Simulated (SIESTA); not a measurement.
# TiO2 (Anatase) in SIESTA: the effect of functional

TiO2 (Anatase):

```
Ti O
1.0
    -1.89210    1.89210    4.75730
     1.89210   -1.89210    4.75730
     1.89210    1.89210   -4.75730
Ti O
2 4
Direct
  0.75000 0.25000 0.50000
  0.00000 0.00000 0.00000
  0.79190 0.79190 0.00000
  0.54190 0.04190 0.50000
  0.95810 0.45810 0.50000
  0.20810 0.20810 0.00000
```

Alike in all runs:

* Program: SIESTA 5.4.2
* Task: single point
* Basis: DZP (energy shift 0.003 Ry; two zetas on semicore shells)
* Grid cutoff: 800 Ry
* Energy shift: 0.003 Ry
* k mesh: 6 × 6 × 6
* Occupations: fermi-dirac, width 0.05 eV
* Spin: no spin polarisation

| functional | potentials or basis | gap on the mesh (eV) | pressure (GPa) | largest force (eV/Å) |
| --- | --- | --- | --- | --- |
| LDA | PseudoDojo 0.4 standard (LDA files) | 1.96 | -2.4 | 0.02 |
| PBEsol | PseudoDojo 0.4 standard (PBEsol files) | 2.01 | 2.9 | 0.08 |
| AM05 | PseudoDojo 0.4 standard (PBEsol files) | 2.01 | 3.4 | 0.06 |
| WC | PseudoDojo 0.4 standard (PBEsol files) | 2.00 | 3.1 | 0.09 |
| PW91 | PseudoDojo 0.4 standard (PBE files) | 2.04 | 8.5 | 0.18 |
| revPBE | PseudoDojo 0.4 standard (PBE files) | 2.07 | 12.0 | 0.23 |
| RPBE | PseudoDojo 0.4 standard (PBE files) | ? | ? | ? |
| BLYP | PseudoDojo 0.4 standard (PBE files) | 2.06 | 14.9 | 0.31 |

What does the run with functional RPBE give?

gap on the mesh 2.07 eV; pressure 13.0 GPa; largest force 0.25 eV/Å.

Caveats: the basis of atomic orbitals isn't converged, which shifts pressures, moduli and gaps; the potentials were made for another functional, which shifts forces and pressure (some runs).

A k mesh can miss the band edges.

Runs at the PBE level aren't shown here.
